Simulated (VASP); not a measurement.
A run of VASP 6.6.1 is set up as follows.

run.py

```python
from ase.calculators.vasp import Vasp
from ase.dft.bandgap import bandgap
from ase.io import read

atoms = read('Rb.cif', primitive_cell=True, subtrans_included=False)
calc = Vasp(
    directory='calc',
    xc='rpbe',
    pp='PBE',
    setups='minimal',
    prec='Accurate',
    encut=500,
    ediff=1e-06,
    ismear=0,
    sigma=0.05,
    lreal=False,
    lasph=True,
    nelm=80,
    algo='Normal',
    isif=2,
    lwave=False,
    lcharg=False,
    kpts=[7, 7, 7],
    gamma=True,
)
atoms.calc = calc

print('energy (eV):', atoms.get_potential_energy())
print('free energy (eV):', atoms.get_potential_energy(force_consistent=True))
print('forces (eV/A):')
print(atoms.get_forces())
print('stress (eV/A^3, Voigt):', atoms.get_stress())
print('Fermi level (eV):', calc.get_fermi_level())
gap, top, bottom = bandgap(calc)
print('band gap (eV):', gap, 'from (spin, k, band)', top, 'to', bottom)
```

File Rb.cif:

```cif
data_Rb
_cell_length_a 5.90902372
_cell_length_b 5.90902372
_cell_length_c 5.46169039
_cell_angle_alpha 90.00000000
_cell_angle_beta 90.00000000
_cell_angle_gamma 90.00000000
_space_group_name_H-M_alt 'I4/mmm'
_space_group_name_Hall '-I 4 2'
_space_group_IT_number 139
loop_
_space_group_symop_operation_xyz
'x,y,z'
'-x,-y,-z'
'-y,x,z'
'y,-x,-z'
'-x,-y,z'
'x,y,-z'
'y,-x,z'
'-y,x,-z'
'x,-y,-z'
'-x,y,z'
'-y,-x,-z'
'y,x,z'
'-x,y,-z'
'x,-y,z'
'y,x,-z'
'-y,-x,z'
'x+1/2,y+1/2,z+1/2'
'-x+1/2,-y+1/2,-z+1/2'
'-y+1/2,x+1/2,z+1/2'
'y+1/2,-x+1/2,-z+1/2'
'-x+1/2,-y+1/2,z+1/2'
'x+1/2,y+1/2,-z+1/2'
'y+1/2,-x+1/2,z+1/2'
'-y+1/2,x+1/2,-z+1/2'
'x+1/2,-y+1/2,-z+1/2'
'-x+1/2,y+1/2,z+1/2'
'-y+1/2,-x+1/2,-z+1/2'
'y+1/2,x+1/2,z+1/2'
'-x+1/2,y+1/2,-z+1/2'
'x+1/2,-y+1/2,z+1/2'
'y+1/2,x+1/2,-z+1/2'
'-y+1/2,-x+1/2,z+1/2'
loop_
_atom_site_label
_atom_site_type_symbol
_atom_site_symmetry_multiplicity
_atom_site_Wyckoff_symbol
_atom_site_fract_x
_atom_site_fract_y
_atom_site_fract_z
_atom_site_occupancy
Rb1 Rb 2 a 0.0000000000 0.0000000000 0.0000000000 1
```

Potentials or basis: VASP PAW PBE potentials, release 64 (Rb_pv).

Run with:

```console
$ python run.py
```

**Question.** Predict the pressure.

**Answer.** 0.1 GPa.

**Question.** What does it give for the band gap on the k mesh?

**Answer.** None (metal or under the smearing width).

Caveat: the PAW data sets were made with another functional, which shifts forces and pressure a little.
